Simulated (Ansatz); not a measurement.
HgTe:

```xyz
2
Lattice="-3.0456 3.0456 1.5594 3.0456 -3.0456 1.5594 3.0456 3.0456 -1.5594" Properties=species:S:1:pos:R:3 pbc="T T T"
Hg    0.0000    3.0456    0.7797
Te    0.0000    0.0000    0.0000
```

Measurements of this composition are mostly on another form, of space group No. 216.

Base run:

```yaml
Program: Ansatz 0.2.0
Functional: r2SCAN
Potentials_or_basis: Ansatz PAW
Cutoff: "500 eV (not typed: the program's choice for these potentials)"
k_mesh: 10 × 10 × 10
Occupations: fermi-dirac, width 0.05 eV
Spin: no spin polarisation
```

Its results: band gap on the k mesh none (metal or under the smearing width); pressure -1.1 GPa.

**Question.** The run is repeated on the same cell with these changes: functional from r2SCAN to LDA; cutoff from 500 eV (not typed: the program's choice for these potentials) to 420 eV (not typed: the program's choice for these potentials). What comes out?

**Answer.** Band gap on the k mesh none (metal or under the smearing width); pressure -4.9 GPa.

Caveats: spin-orbit coupling is left out, which moves the levels of the heavy elements; the PAW data sets come from PBE, with cores solved anew for the run's functional, which leaves a small shift of forces and pressure.
